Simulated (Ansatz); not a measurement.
**As in Ansatz: the effect of functional**

The system is As.

```
CELL_PARAMETERS angstrom
1.82500 -5.50000 0.00000
1.82500 5.50000 0.00000
0.00000 0.00000 4.47000
ATOMIC_POSITIONS crystal
As 0.39000 0.61000 0.56000
As 0.89000 0.11000 0.94000
As 0.61000 0.39000 0.44000
As 0.11000 0.89000 0.06000
```

This isn't the form of As at room conditions, which is rhombohedral.

Alike in all runs:

* Program: Ansatz 0.2.0
* Task: band structure
* Potentials or basis: Ansatz PAW
* k mesh: 8 × 8 × 6
* Occupations: fermi-dirac, width 0.05 eV
* Spin: no spin polarisation

Q: One run gave: pressure 1.4 GPa; largest force 0.38 eV/Å. Which functional did it use?
A. LDA
B. r2SCAN
C. PBEsol

A: B.

```csv
functional,cutoff,pressure (GPa),largest force (eV/Å)
LDA,420 eV (not typed: the program's choice for these potentials),-1.9,0.19
PBEsol,420 eV (not typed: the program's choice for these potentials),-0.3,0.11
r2SCAN,500 eV (not typed: the program's choice for these potentials),1.4,0.38
```

Caveats: the PAW data sets come from PBE, with cores solved anew for the run's functional, which leaves a small shift of forces and pressure.
